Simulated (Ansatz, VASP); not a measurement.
Os in VASP and in Ansatz

```
Os
1.0
     0.00000    2.00335    1.94500
     2.00335    0.00000    1.94500
     2.00335    2.00335    0.00000
Os
1
Cartesian
  0.0000 0.0000 0.0000
```

Change from the starting cell: equal xx and yy strain of +3 %.

Alike in both runs: task single point; functional PBE; k mesh 14 × 14 × 14; occupations fermi-dirac, width 0.05 eV; no spin polarisation.

```csv
,VASP,Ansatz
version,VASP 6.6.1,Ansatz 0.2.0
potentials or method,"VASP PAW PBE potentials, release 64 (Os), cutoff 520 eV","all-electron LAPW, scalar-relativistic"
```

|  | VASP | Ansatz | Ansatz less VASP |
| --- | --- | --- | --- |
| pressure (GPa) | -27.3 | -26.8 | +0.54 |
| largest component of the traceless stress (GPa) | 4.75 | 4.83 | +0.082 |

Ansatz ran all-electron here, so the differences hold the error of VASP's frozen core and of both bases.

Caveats: so large a pressure means that the cell lies far from this level's equilibrium, or that cutoff or potentials fall short (VASP). The runs have no spin-orbit coupling, so splittings on Os are missing.
